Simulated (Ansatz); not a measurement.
# BaTe: the change of pressure with volume scale

All results are calculated (Ansatz 0.2.0). Periodic Kohn-Sham DFT of a crystal at fixed atoms, scaled to volume_scale times the given cell; pressure positive in compression, energy less spherical unpolarised free atoms, largest_vzz the field gradient of largest size among the nuclei.

The cell before it is scaled or strained (space group Fm-3m, No. 225):
```
BaTe
1.0
      0.0000     3.4100     3.4100
      3.4100     0.0000     3.4100
      3.4100     3.4100     0.0000
Ba Te
1 1
Direct
  0.00000 0.00000 0.00000
  0.50000 0.50000 0.50000
```

Settings of every row: method frozen-core PAW; functional PBE; relativity scalar; k mesh 10x10x10; filling fermi-dirac; smearing width 0.05 eV; wave cutoff 420 eV; paw set soft_2.

Atom start moment: 0 on all atoms.

Limits: no spin-orbit coupling on heavy atoms.

```
row  volume scale  V (Å³/atom)  pressure (GPa)
  1          0.95       37.669               ?
  2         0.975       38.661           4.987
  3             1       39.652           3.807
  4         1.025       40.643           2.764
  5          1.05       41.634           1.842
```

Question: what pressure should row 1 give?

Worked fit of pressure. Take u = (V_r/V)^(2/3) − 1 with V_r = 40.148 Å³ an atom, which is twice the finite (Eulerian) strain; such expansions in the strain, on which the Birch-Murnaghan equation of state is built, carry the rest volume and the bulk modulus. The shown rows have u = 0.02548, 0.00832, -0.00814, -0.02394. Least squares give pressure = 3.2691 + 63.389 × u + 158.09 × u² GPa; a straight line predicts inner rows, each left out in turn, worse (root mean square 0.061 against 0.00095 GPa). All shown rows lie on it to the printed digit. The withheld row has u = 0.04341, so the fit gives 3.2691 + 63.389 × (0.04341) + 158.09 × (0.04341)² = 6.319 GPa.

The calculation gave 6.324 GPa. The fit lies 0.005 GPa (0.11 % of the column's range) below it; its largest miss of a shown row is 0.000 GPa. This row lies beyond the range of the fit.
